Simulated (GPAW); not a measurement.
Input of a GPAW 26.7.0 run:

run.py

```python
from ase.filters import FrechetCellFilter
from ase.io import read, write
from ase.optimize import BFGS
from gpaw import GPAW, PW

atoms = read('InP.xyz')

calc = GPAW(mode=PW(600),
            xc='revPBE',
            kpts={'size': (8, 8, 8), 'gamma': True},
            occupations={'name': 'fermi-dirac', 'width': 0.05},
            nbands=18,
            convergence={'density': 1e-05, 'forces': 0.0001},
            maxiter=150,
            txt='gpaw.txt')
atoms.calc = calc
opt = BFGS(FrechetCellFilter(atoms), trajectory='relax.traj', logfile='-')
done = opt.run(fmax=0.02, steps=60)
calc.write('gs.gpw')
write('result.traj', atoms)
print('Converged:', done)
print('Cell:', atoms.cell.cellpar().round(4))
print('Volume:', round(atoms.get_volume(), 4))
print(atoms.get_scaled_positions().round(5))
```

InP.xyz

```xyz
2
Lattice="0.0000000000 2.9305000000 2.9305000000 2.9305000000 0.0000000000 2.9305000000 2.9305000000 2.9305000000 0.0000000000" Properties=species:S:1:pos:R:3 pbc="T T T"
In     0.0000000000      0.0000000000      0.0000000000
P      4.3957500000      4.3957500000      4.3957500000
```

Potentials or basis: the program's PAW data sets (release 1.2.1) made for this functional, pw.

Command:

```sh
$ OMP_NUM_THREADS=1 python run.py
```

**Question.** What does it give for the space group after relaxing (to 0.05 Å)?

**Answer.** F-43m (No. 216).

**Question.** Estimate the relaxed volume.

**Answer.** 26.89 Å³/atom.

**Question.** What does it give for the band gap on the k mesh?

**Answer.** 0.45 eV, direct.

**Question.** What does it give for the relaxed cell?

**Answer.** a = 4.237 Å, b = 4.237 Å, c = 4.237 Å, α = 60.00°, β = 60.00°, γ = 60.00°.

Step by step:
| step | energy change (eV) | largest force (eV/Å) | pressure (GPa) | volume (Å³) |
| --- | --- | --- | --- | --- |
| 1 | 0.0000 | 0.0000 | 4.40 | 50.33 |
| 2 | -0.0183 | 0.0000 | 3.30 | 51.08 |
| 3 | -0.0453 | 0.0000 | 0.24 | 53.56 |
| 4 | -0.0455 | 0.0000 | 0.02 | 53.77 |

Caveat: later steps reuse the first step's grids; spin-orbit coupling is left out, which moves the levels of the heavy elements. Zero-point motion and thermal expansion aren't in these numbers.
